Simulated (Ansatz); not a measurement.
# MgSi32: the cost of one run

Method: DFT PBE, scalar-relativistic, plane waves, PAW, in Ansatz 0.2.0.

1 further run of the same task is left out (set aside as unsound or not needed).

## (1) Starting point

The structure is hexagonal, space group P6_3/mmc (No. 194). Conventional cell: a = 3.851 Å, b = 3.851 Å, c = 6.365 Å, α = 90.00°, β = 90.00°, γ = 120.00°. Si (site symmetry 3m) has 4 Si at 2.36 to 2.38 Å in its first shell of neighbours.

Coordinates:

```
Si
1.0
     3.85128    0.00000    0.00000
    -1.92564    3.33531    0.00000
     0.00000    0.00000    6.36502
Si
4
Direct
  0.33333 0.66667 0.06293
  0.66667 0.33333 0.56293
  0.33333 0.66667 0.43707
  0.66667 0.33333 0.93707
```

It goes back to an entry of the Materials Project, which need not be the stable form.

This cell was relaxed beforehand with the same method: volume 20.44 Å³/atom, gap on the mesh 0.45 eV.

## (2) The defect cell, relaxed

The supercell's rows are -1 1 1; 1 -1 1; 2 2 -1 in vectors of the relaxed cell. Atom 33 is the Mg that will move.

Input file input.yaml:

```yaml
crystal:
  lattice:
    - [-5.7769209609, 3.3353068718, 6.3650226989]
    - [5.7769209609, -3.3353068718, 6.3650226989]
    - [3.8512806405, 6.6706137437, -6.3650226989]
  atoms:
    - { symbol: Si, position: [0.2397988032, 0.0731321366, 0.25] }
    - { symbol: Si, position: [0.7397988032, 0.5731321366, 0.25] }
    - { symbol: Si, position: [0.1147988032, 0.4481321366, 0.5] }
    - { symbol: Si, position: [0.6147988032, 0.9481321366, 0.5] }
    - { symbol: Si, position: [0.4897988032, 0.3231321366, 0.75] }
    - { symbol: Si, position: [0.9897988032, 0.8231321366, 0.75] }
    - { symbol: Si, position: [0.8647988032, 0.1981321366, 0.0] }
    - { symbol: Si, position: [0.3647988032, 0.6981321366, 1.0] }
    - { symbol: Si, position: [0.3231321366, 0.4897988032, 0.25] }
    - { symbol: Si, position: [0.8231321366, 0.9897988032, 0.25] }
    - { symbol: Si, position: [0.1981321366, 0.8647988032, 0.5] }
    - { symbol: Si, position: [0.6981321366, 0.3647988032, 0.5] }
    - { symbol: Si, position: [0.5731321366, 0.7397988032, 0.75] }
    - { symbol: Si, position: [0.0731321366, 0.2397988032, 0.75] }
    - { symbol: Si, position: [0.9481321366, 0.6147988032, 1.0] }
    - { symbol: Si, position: [0.4481321366, 0.1147988032, 0.0] }
    - { symbol: Si, position: [0.4268678634, 0.2602011968, 0.25] }
    - { symbol: Si, position: [0.9268678634, 0.7602011968, 0.25] }
    - { symbol: Si, position: [0.3018678634, 0.6352011968, 0.5] }
    - { symbol: Si, position: [0.8018678634, 0.1352011968, 0.5] }
    - { symbol: Si, position: [0.6768678634, 0.5102011968, 0.75] }
    - { symbol: Si, position: [0.1768678634, 0.0102011968, 0.75] }
    - { symbol: Si, position: [0.0518678634, 0.3852011968, 0.0] }
    - { symbol: Si, position: [0.5518678634, 0.8852011968, 1.0] }
    - { symbol: Si, position: [0.5102011968, 0.6768678634, 0.25] }
    - { symbol: Si, position: [0.0102011968, 0.1768678634, 0.25] }
    - { symbol: Si, position: [0.3852011968, 0.0518678634, 0.5] }
    - { symbol: Si, position: [0.8852011968, 0.5518678634, 0.5] }
    - { symbol: Si, position: [0.7602011968, 0.9268678634, 0.75] }
    - { symbol: Si, position: [0.2602011968, 0.4268678634, 0.75] }
    - { symbol: Si, position: [0.1352011968, 0.8018678634, 1.0] }
    - { symbol: Si, position: [0.6352011968, 0.3018678634, 0.0] }
    - { symbol: Mg, position: [0.1331090814, 0.1274046254, 0.0134913538] }
total_charge: 2
basis:
  ecutwfc: 420
  xc_grid: 2
kpoints:
  mp_grid: { grid: [2, 2, 2], shift: [0.5, 0.5, 0.5] }
hamiltonian:
  xc: pbe
scf:
  occupations: { method: gaussian, width: 0.02 }
output:
  forces: true
  stress: false
  eigenvalues: true
relax:
  adjacent_minimum: "off"
  f_tol: 0.02
  max_steps: 60
```

Command:

```bash
ansatz run input.yaml --threads 4 --pin off --max-ram 10240MiB --backend cpu --events-out ev --progress --plain --runs-dir out
```

**Question.** How long does this run take on 4 threads of Intel Xeon Platinum 8259CL at 2.50GHz (Skylake/Cascade Lake), shared host, and how much memory does it need?

About 50 s, with a peak of 1.5 GiB.
